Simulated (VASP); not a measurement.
Set up this calculation in VASP 6.6.1, as the native input.

```
Task                   : single point
Functional             : PBE
Potentials or basis    : VASP PAW PBE potentials, release 64 (In_d_GW, As_GW)
Cutoff                 : 550 eV
k mesh                 : 8 × 8 × 8
Occupations            : gaussian, width 0.1 eV
Spin                   : no spin polarisation
Further INCAR settings : ALGO = Fast; EDIFF = 1e-06; NBANDS = 16
```

The structure of InAs lies in POSCAR:

```
InAs
1.0
    0.0000000000      3.0180000000      3.0180000000
    3.0180000000      0.0000000000      3.0180000000
    3.0180000000      3.0180000000      0.0000000000
In As
1 1
Direct
    0.0000000000      0.0000000000      0.0000000000
    0.7500000000      0.7500000000      0.7500000000
```

One way to write it, as run:

INCAR

```
ALGO     = Fast           # electronic algorithm
EDIFF    = 1E-6           # SCF threshold, eV
ENCUT    = 550            # plane-wave cutoff, eV
GGA      = PE             # functional
ISIF     = 2              # what is computed and relaxed
ISMEAR   = 0              # smearing method
LASPH    = True           # aspherical terms in the spheres
LCHARG   = True           # write CHGCAR
LELF     = True           # ELF
LREAL    = False          # projectors in reciprocal space
LVHAR    = True         
LWAVE    = False          # write WAVECAR
NBANDS   = 16             # bands
NELM     = 60             # most SCF steps
PREC     = Accurate       # precision mode
SIGMA    = 0.1            # smearing width, eV
```

KPOINTS

```
k-points
0
Gamma
  8 8 8
```

Potentials or basis: VASP PAW PBE potentials, release 64 (In_d_GW, As_GW).

The run is started by

```sh
$ cat potpaw_PBE.64/In_d_GW/POTCAR potpaw_PBE.64/As_GW/POTCAR > POTCAR
$ mpirun -np 1 vasp_std > vasp.out
```

It gave:

```yaml
Pressure: 4.2 GPa
Band_gap_on_the_k_mesh: none (metal or under the smearing width)
```

Caveat: this crystal is a semiconductor, whose small gap the functional closes, so the metal is an error of the method.

It took 74 s on 1 thread of Intel(R) Xeon(R) Platinum 8488C (Sapphire Rapids) (shared host), peak memory 0.23 GiB.
